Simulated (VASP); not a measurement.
Au:

```
Au
1.0
     0.00000    2.03500    2.03500
     2.03500    0.00000    2.03500
     2.03500    2.03500    0.00000
Au
1
Direct
  0.00000 0.00000 0.00000
```

```yaml
Program: VASP 6.6.1
Task: relaxation of cell and atoms
Functional: PBEsol
Dispersion: D3
Potentials_or_basis: VASP PAW PBE potentials, release 64 (Au)
Cutoff: 600 eV
k_mesh: 11 × 11 × 11
Occupations: fermi-dirac, width 0.05 eV
Spin: no spin polarisation
```

At the start: pressure -3.8 GPa; volume 16.85 Å³/atom.

Question: Where does the relaxation end?

Answer: Over 3 steps the energy falls by 4.3 meV/atom and the volume is 16.50 Å³/atom (-2.1 %); space group Fm-3m (No. 225, to 0.05 Å).

The path:
| step | energy change (eV) | largest force (eV/Å) | pressure (GPa) | volume (Å³) |
| --- | --- | --- | --- | --- |
| 1 | 0.0000 | 0.0000 | -3.77 | 16.85 |
| 2 | 0.0091 | 0.0000 | 7.61 | 15.91 |
| 3 | -0.0043 | 0.0000 | -0.03 | 16.50 |

Final structure:
```
Au
1.0
     0.00000    2.02065    2.02065
     2.02065    0.00000    2.02065
     2.02065    2.02065    0.00000
Au
1
Direct
  0.00000 0.00000 0.00000
```

Caveat: the PAW data sets were made with another functional, which shifts forces and pressure a little; pairwise dispersion overbinds metals, which lowers pressure and volume.
